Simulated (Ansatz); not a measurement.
A series in volume scale on AgCl

Periodic Kohn-Sham DFT of a crystal at fixed atoms, scaled to volume_scale times the given cell; pressure positive in compression, energy less spherical unpolarised free atoms, largest_vzz the field gradient of largest size among the nuclei. The results are calculated, by Ansatz 0.2.0.

The cell before it is scaled or strained (space group Pm-3m, No. 221):
```
CELL_PARAMETERS angstrom
3.43400 0.00000 0.00000
0.00000 3.43400 0.00000
0.00000 0.00000 3.43400
ATOMIC_POSITIONS crystal
Ag 0.00000 0.00000 0.00000
Cl 0.50000 0.50000 0.50000
```

Settings of every row: method all-electron LAPW; functional PBEsol; relativity scalar; k mesh 9x9x9; filling fermi-dirac; smearing width 0.01 eV; basis error target 1 meV/atom; nucleus gaussian.

Atom start moment: 0 on all atoms.

Limits: the cell comes from a prototype or a list of computed structures and needn't be the stable phase.

```csv
row,volume scale,V (Å³/atom),energy less free atoms (eV/atom),pressure (GPa)
1,0.94,19.033,-2.8889,-1.745
2,0.95,19.235,-2.8863,-2.309
3,0.96,19.438,-2.883,-2.834
4,0.98,19.843,-2.8747,-3.777
5,0.99,20.045,-2.8696,-4.201
6,1,20.247,-2.8641,-4.595
7,1.01,20.45,-2.858,-4.961
8,1.02,20.652,-2.8515,-5.301
9,1.04,21.057,?,?
10,1.05,21.26,-2.8297,-6.18
11,1.06,21.462,-2.8217,-6.431
```

Question: what energy less free atoms and pressure should row 9 give?

Worked fit of energy less free atoms. Take u = (V_r/V)^(2/3) − 1 with V_r = 20.146 Å³ an atom, which is twice the finite (Eulerian) strain; such expansions in the strain, on which the Birch-Murnaghan equation of state is built, carry the rest volume and the bulk modulus. The shown rows have u = 0.03861, 0.03133, 0.02414, 0.01015, 0.00336, -0.00333, -0.00994, -0.0164, -0.03524, -0.04131. Least squares give energy less free atoms = −2.8669 − 0.8245 × u + 6.556 × u² eV/atom; a straight line predicts inner rows, each left out in turn, worse (root mean square 0.0039 against 7.4e-05 eV/atom). The rows lie off it by 0.0001, 0.0000, 0.0000, -0.0001, 0.0000, 0.0000, 0.0001, 0.0001, 0.0000, 0.0000. The withheld row has u = -0.02905, so the fit gives −2.8669 − 0.8245 × (-0.02905) + 6.556 × (-0.02905)² = -2.8374 eV/atom.

The calculation gave -2.8373 eV/atom. The fit lies 0.0001 eV/atom (0.15 % of the column's range) below it, one unit of the last digit.

Worked fit of pressure. Take u = (V_r/V)^(2/3) − 1 with V_r = 20.146 Å³ an atom, which is twice the finite (Eulerian) strain; such expansions in the strain, on which the Birch-Murnaghan equation of state is built, carry the rest volume and the bulk modulus. The shown rows have u = 0.03861, 0.03133, 0.02414, 0.01015, 0.00336, -0.00333, -0.00994, -0.0164, -0.03524, -0.04131. Least squares give pressure = −4.4011 + 58.796 × u + 246.56 × u² + 307 × u³ GPa; a parabola predicts inner rows, each left out in turn, worse (root mean square 0.0038 against 0.0013 GPa). The rows lie off it by 0.001, -0.001, 0.000, 0.002, 0.000, -0.001, 0.000, -0.001, 0.000, 0.000. The withheld row has u = -0.02905, so the fit gives −4.4011 + 58.796 × (-0.02905) + 246.56 × (-0.02905)² + 307 × (-0.02905)³ = -5.909 GPa.

The calculation gave -5.909 GPa. The fit meets it to the printed digit.
